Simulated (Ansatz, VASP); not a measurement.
One calculation of Pb, two programs

INCAR

```
PREC     = Accurate       # precision mode
ENCUT    = 520            # plane-wave cutoff, eV
EDIFF    = 1E-6           # SCF threshold, eV
ISMEAR   = 0              # smearing method
SIGMA    = 0.013000000000000001 # smearing width, eV
LREAL    = F              # projectors in reciprocal space
LASPH    = T              # aspherical terms in the spheres
NELM     = 80             # most SCF steps
ALGO     = Normal         # electronic algorithm
ISIF     = 2              # what is computed and relaxed
LWAVE    = F              # write WAVECAR
LCHARG   = F              # write CHGCAR
GGA      = PE             # functional
NBANDS   = 13             # bands
```

KPOINTS

```
regular mesh
0
Gamma
  9 9 9
```

File POSCAR:

```
Pb
1.0
   -1.9796595667      1.9796595667      1.9796595667
    1.9796595667     -1.9796595667      1.9796595667
    1.9796595667      1.9796595667     -1.9796595667
Pb
1
Direct
    0.0000000000      0.0000000000      0.0000000000
```

The input input.yaml:

```yaml
crystal:
  lattice:
    - [-1.9796595667, 1.9796595667, 1.9796595667]
    - [1.9796595667, -1.9796595667, 1.9796595667]
    - [1.9796595667, 1.9796595667, -1.9796595667]
  atoms:
    - { symbol: Pb, position: [0.0, 0.0, 0.0] }
hamiltonian:
  xc: pbe
  pseudopotentials: { kind: paw }
kpoints:
  mp_grid: { grid: [9, 9, 9] }
scf:
  occupations: { method: gaussian, width: 0.013 }
output:
  forces: true
  stress: true
  eigenvalues: true
```

This isn't the form of Pb at room conditions, which is fcc.

Alike in both runs: task single point; functional PBE; k mesh 9 × 9 × 9; occupations gaussian, width 0.013 eV; no spin polarisation.

```csv
,VASP,Ansatz
version,VASP 6.6.1,Ansatz 0.2.0
potentials or method,"VASP PAW PBE potentials, release 64 (Pb_d)",Ansatz PAW
plane-wave cutoff (eV),520,420
valence electrons in the cell,14,14
```

|  | VASP | Ansatz | Ansatz less VASP |
| --- | --- | --- | --- |
| gap on the k mesh at the Fermi level (eV) | none | none | - |
| pressure (GPa) | 0.6 | 0.7 | +0.05 |

A gap of «none» marks a metal or a gap that the smearing closes.

Spin-orbit coupling is left out, which matters for the levels of Pb.
